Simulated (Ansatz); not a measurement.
## Zone-centre phonons of MgS at 9 GPa: input and output

Theory: DFT PBEsol, scalar-relativistic, plane waves, PAW (Ansatz 0.2.0).

Launched with:
```bash
ansatz run input.yaml --threads 1 --pin off --max-ram 1228MiB --backend cpu --events-out ev --progress --plain --runs-dir out
```

Input (bare energies are in eV):
```yaml
crystal:
  lattice:
    - [0.0, 2.5103794373, 2.5103794373]
    - [2.5103794373, 0.0, 2.5103794373]
    - [2.5103794373, 2.5103794373, 0.0]
  atoms:
    - { symbol: Mg, position: [0.0, 0.0, 0.0] }
    - { symbol: S, position: [0.5, 0.5, 0.5] }
basis:
  ecutwfc: 420
kpoints:
  mp_grid: { grid: [8, 8, 8] }
hamiltonian:
  xc: pbesol
scf:
  occupations: { method: fixed }
output:
  eigenvalues: true
phonons:
  method: dfpt
  dielectric: true
  rigid_motions: translations
  eigenvectors: true
```

Results section of the output:
```
--- Phonons (Γ-DFPT): 2 representative perturbations + reference, on 59 of 512 k-points (Σ response iterations 6) ---
  k mesh reduced under 8 symmetry operations, with k and −k counted as one. Each operation leaves every solved perturbation unchanged. A smaller set is not considered because the run solves the response ...
  ASR residual: 4.013e-4 → 0.000e0 eV/Å²; symmetrization residual: 3.634e-6 eV/Å²
  ASR residual per site (eV/Å²): 4.01e-4 3.81e-4
  Γ frequencies (cm⁻¹): 0.00 0.00 0.00 307.38 307.38 307.38
  ε∞ (high-frequency dielectric tensor):
        5.570640     0.000000     0.000000
        0.000000     5.570640    -0.000000
        0.000000    -0.000000     5.570640
  ε⁰ (static dielectric tensor: ions relaxed, cell fixed):
       11.446233    -0.000000     0.000000
       -0.000000    11.446233     0.000000
        0.000000     0.000000    11.446233
  ε⁰ − ε∞ (ionic part):
        5.875593    -0.000000     0.000000
       -0.000000     5.875593     0.000000
        0.000000     0.000000     5.875593
  softest optical mode at Γ: 307.38 cm⁻¹; the repairs (sum rule, projections) moved no ω² at Γ by more than (2.18 cm⁻¹)²
  Born effective charges Z* (e; rows j = field, columns β = displacement):
    site 0:
         2.22148   -0.00000    0.00000
        -0.00000    2.22148    0.00000
         0.00000   -0.00000    2.22148
    site 1:
        -2.22148    0.00000   -0.00000
         0.00000   -2.22148   -0.00000
        -0.00000    0.00000   -2.22148
  Z* charge neutrality: 7.712e-5 e pre-enforcement
  solved inside a basis spanned on kpoints, on 8×8×8 k-points, its susceptibility summed on 12×12×12: ε∞ is read to err by 1.4e-2, Z* by 1.1e-2 e (field_mesh: kpoints solves on kpoints); Z* is corrected for ...
  optical modes at Γ without the LO–TO term, one row a degenerate level:
      ω (cm⁻¹) modes IR ((D/Å)²/amu)
        307.38      3            24.7069
  optical modes at Γ + LO–TO along q̂ = [1.0000, 0.0000, 0.0000]:
      ω (cm⁻¹) modes IR ((D/Å)²/amu)
        307.38      2            16.4713
        440.61      1             8.2356
  optical modes at Γ + LO–TO along q̂ = [0.0000, 1.0000, 0.0000]:
      ω (cm⁻¹) modes IR ((D/Å)²/amu)
        307.38      2            16.4713
        440.61      1             8.2356
  optical modes at Γ + LO–TO along q̂ = [0.0000, 0.0000, 1.0000]:
      ω (cm⁻¹) modes IR ((D/Å)²/amu)
        307.38      2            16.4713
        440.61      1             8.2356
```